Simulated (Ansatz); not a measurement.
One change: `CCC(=O)O` becomes `O=C(O)C[SiH2]F`.

Ansatz, PBE0-D4/def2-TZVP geometries, multiplicity 1. Each molecule was computed in one conformer, which needn't be the lowest.

| property | `CCC(=O)O` |
| --- | --- |
| HOMO energy (ωB97M-V/def2-TZVPP) / eV | -10.54 |
| size of the dipole moment (B3LYP/def2-TZVPP) / D | 1.63 |
| LUMO energy (B3LYP/def2-TZVPP) / eV | -0.01 |
| size of the dipole moment (ωB97M-V/def2-TZVPP) / D | 1.63 |
| HOMO–LUMO gap (PBE/def2-TZVPP) / eV | 5.55 |
| HOMO energy (PBE0/def2-TZVPP) / eV | -8.09 |

Question: Give the same properties after the change, and the shifts. (Estimate.)

Answer: Ansatz gave: 
```tsv
property	`O=C(O)C[SiH2]F`	shift
HOMO energy (ωB97M-V/def2-TZVPP) / eV	-11.01	-0.47
size of the dipole moment (B3LYP/def2-TZVPP) / D	2.18	0.55
LUMO energy (B3LYP/def2-TZVPP) / eV	-0.49	-0.48
size of the dipole moment (ωB97M-V/def2-TZVPP) / D	2.17	0.54
HOMO–LUMO gap (PBE/def2-TZVPP) / eV	5.53	-0.02
HOMO energy (PBE0/def2-TZVPP) / eV	-8.56	-0.47
```

Dipoles are sizes alone; their direction can turn.

B3LYP here is the variant with VWN-RPA as its local correlation; programs differ in this.

Positive LUMOs are unbound, so they and the gaps depend on the basis.
